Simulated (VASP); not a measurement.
Wanted: the native input for a VASP 6.6.1 run.

```
Task                   : single point
Functional             : r2SCAN
Potentials or basis    : VASP PAW PBE potentials, release 64 (Zr_sv, B)
Cutoff                 : 520 eV
k mesh                 : 10 × 10 × 10
Occupations            : gaussian, width 0.025 eV
Spin                   : collinear spin, typed start
Starting moments       : [0.5, 0.0] μB
Dipole correction      : no
Further INCAR settings : ALGO = Normal; EDIFF = 1e-06; NBANDS = 18
```

The system is ZrB.

```
Zr B
1.0
     0.00000    2.29358    2.29358
     2.29358    0.00000    2.29358
     2.29358    2.29358    0.00000
Zr B
1 1
Direct
  0.00000 0.00000 0.00000
  0.50000 0.50000 0.50000
```

The input as run:

POSCAR

```
ZrB
1.0
    0.0000000000      2.2935772291      2.2935772291
    2.2935772291      0.0000000000      2.2935772291
    2.2935772291      2.2935772291      0.0000000000
Zr B
1 1
Direct
    0.0000000000      0.0000000000      0.0000000000
    0.5000000000      0.5000000000      0.5000000000
```

INCAR.step1

```
ALGO = Normal
EDIFF = 1E-4
ENCUT = 520
GGA = PE
ISMEAR = 0
ISPIN = 2
LASPH = T
LCHARG = F
LMAXMIX = 4
LREAL = F
LWAVE = T
MAGMOM = 0.5 0
NBANDS = 18
NELM = 150
PREC = Accurate
SIGMA = 0.025
```

INCAR.step2

```
ALGO = Normal
EDIFF = 1E-6
ENCUT = 520
ISIF = 2
ISMEAR = 0
ISPIN = 2
ISTART = 1
LASPH = T
LCHARG = T
LELF = T
LMAXMIX = 4
LMIXTAU = T
LORBIT = 11
LREAL = F
LVHAR = T
LWAVE = F
MAGMOM = 0.5 0
METAGGA = R2SCAN
NBANDS = 18
NELM = 150
PREC = Accurate
SIGMA = 0.025
```

KPOINTS

```
k-points
0
Gamma
  10 10 10
```

Potentials or basis: VASP PAW PBE potentials, release 64 (Zr_sv, B).

The run is started by

```bash
$ cat potpaw_PBE.64/Zr_sv/POTCAR potpaw_PBE.64/B/POTCAR > POTCAR
$ cp INCAR.step1 INCAR
$ mpirun -np 1 vasp_std > vasp.out
$ cp INCAR.step2 INCAR
$ mpirun -np 1 vasp_std > vasp.out
```

It gave:

The pressure is 49.2 GPa, the band gap on the k mesh is none (metal or under the smearing width) and the net moment is 0.00 μB per cell. The valence electrons inside the program's atomic spheres are Zr 10.16; B 1.98.

Caveat: a pressure of tens of GPa on the cell as given is suspect, and the run, the potentials or the cell itself is likely at fault; the PAW data sets were made with another functional, which shifts forces and pressure a little.

Wall time 43 s on 1 thread of Intel(R) Xeon(R) 6975P-C (Granite Rapids), with other jobs on the host, peak memory 0.18 GiB.
